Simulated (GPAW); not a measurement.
**Ru in GPAW: convergence with convergence criteria**

Crystal: Ru.

```
Ru
1.0
     2.70580    0.00000    0.00000
    -1.35290    2.34329    0.00000
     0.00000    0.00000    4.28190
Ru
2
Direct
  0.66667 0.33333 0.75000
  0.33333 0.66667 0.25000
```

- Program: GPAW 26.7.0
- Task: convergence study
- Functional: PBE
- Potentials or basis: GPAW PAW data sets (gpaw-data 1.2.1)
- Cutoff: 600 eV
- Basis: pw
- k mesh: 9 × 9 × 5
- Occupations: fermi-dirac, width 0.05 eV
- Spin: no spin polarisation

These are the settings of the first run; the series varies convergence criteria, with any setting tied to it.

Hardware: 1 thread of Arm Neoverse V2, on a shared host.

Q: The values tried are density=0.001 energy=0.01 eigenstates=0.0001, default, density=1e-05 energy=1e-05, density=1e-05 forces=0.0001, density=1e-06 energy=1e-06 eigenstates=1e-10, loosest first. From which on does the pressure stay within 0.1 GPa of the tightest run that finished?

A: From default on.

```csv
convergence criteria,"energy less the tightest run, at zero smearing (meV/atom)",pressure (GPa),largest force (eV/Å),SCF cycles,CPU time (s),peak memory (GiB)
density=0.001 energy=0.01 eigenstates=0.0001,0.00,3.23,0.002,6,12,0.16
default,0.00,3.40,0.002,8,17,0.16
density=1e-05 energy=1e-05,0.00,3.41,0.000,9,17,0.16
density=1e-05 forces=0.0001,0.00,3.41,0.000,10,18,0.16
density=1e-06 energy=1e-06 eigenstates=1e-10,0.00,3.41,0.000,11,20,0.16
```

Against the tightest run, the energy stays within 1 meV/atom from density=0.001 energy=0.01 eigenstates=0.0001 on; the largest force stays within 0.005 eV/Å from density=0.001 energy=0.01 eigenstates=0.0001 on. The tightest run that finished is the yardstick and may itself not be fully converged.
